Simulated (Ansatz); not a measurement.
Crystal: ZnF2.

```xyz
6
Lattice="4.7048 0.0000 0.0000 0.0000 4.7048 0.0000 0.0000 0.0000 3.1338" Properties=species:S:1:pos:R:3 pbc="T T T"
Zn    2.3524    2.3524    1.5669
Zn    0.0000    0.0000    0.0000
F     3.7751    0.9297    1.5669
F     3.2821    3.2821    0.0000
F     0.9297    3.7751    1.5669
F     1.4227    1.4227    0.0000
```

Base run:

```yaml
Program: Ansatz 0.2.0
Functional: PBE0
Potentials_or_basis: Ansatz PAW
Cutoff: "420 eV (not typed: the program's choice for these potentials)"
k_mesh: 4 × 4 × 6
Occupations: fermi-dirac, width 0.05 eV
Spin: no spin polarisation
```

Its results: band gap on the k mesh 6.88 eV, direct; pressure 1.6 GPa; largest force 0.064 eV/Å.

Task: The run is repeated on the same cell with these changes: functional from PBE0 to HSE06. What comes out?

Result: Band gap on the k mesh 6.14 eV, direct; pressure 1.9 GPa; largest force 0.063 eV/Å.

Caveats: the PAW data sets come from PBE, with cores solved anew for the run's functional, which leaves a small shift of forces and pressure; the thresholds are loose for stress.
